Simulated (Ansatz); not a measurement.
# Bi2Te2Se under changes of volume

One of the cells (34.248 Å³/atom); the others are scaled copies at fixed shape and fractional positions:

```
Bi Te Se
1.0
     2.16097    1.24764   10.58557
    -2.16097    1.24764   10.58557
     0.00000   -2.49527   10.58557
Bi Te Se
2 2 1
Direct
  0.39172 0.39172 0.39172
  0.60828 0.60828 0.60828
  0.78040 0.78040 0.78040
  0.21960 0.21960 0.21960
  0.00000 0.00000 0.00000
```

The cell is a database's computed one.

| Item | Value |
| --- | --- |
| Program | Ansatz 0.2.0 |
| Functional | r2SCAN |
| Dispersion | D4 |
| Potentials or basis | Ansatz PAW |
| Cutoff | 500 eV (not typed: the program's choice for these potentials) |
| k mesh | 7 × 7 × 7 |
| Occupations | fermi-dirac, width 0.05 eV |
| Spin | no spin polarisation |

```tsv
volume (Å³/atom)	energy over the lowest point (meV/atom)	pressure (GPa)	gap on the mesh (eV)	largest force (eV/Å)
32.193	14.36	3.0	0.70	0.513
32.878	?	?	?	?
33.563	0.00	0.5	0.72	0.133
34.248	0.33	-0.6	0.73	0.054
34.933	4.97	-1.6	0.74	0.193
35.618	13.48	-2.4	0.75	0.339
36.303	25.44	-3.2	0.75	0.475
```

Question: What does the run at 32.878 Å³/atom give?

Answer: Energy over the lowest point 4.49 meV/atom; pressure 1.7 GPa; gap on the mesh 0.71 eV; largest force 0.316 eV/Å.

Worked out: A Birch-Murnaghan fit of order 3 (a polynomial in V^(-2/3)) to the other rows has its minimum at 33.85 Å³/atom with B0 = V·E''(V) = 53 GPa and B' = 4.5 at fixed shape and positions, which overstates the stiffness. It gives 4.49 meV/atom at 32.878 Å³/atom, against the run's 4.49, and -dE/dV = 1.7 GPa, against 1.7. A straight line through the other rows of the gap, of slope 0.443 eV per unit of ln V (its deformation potential), gives 0.71 eV, against the run's 0.71.

Energies are extrapolated to zero smearing.

Caveats: odd divisions of the mesh miss points on the zone boundary, where band edges often lie, so the gap on the mesh can be too wide; spin-orbit coupling is left out, which as a rule narrows the gap of such compounds by several tenths of an eV; the PAW data sets come from PBE, with cores solved anew for the run's functional, which leaves a small shift of forces and pressure.

A mesh can miss the band edges.
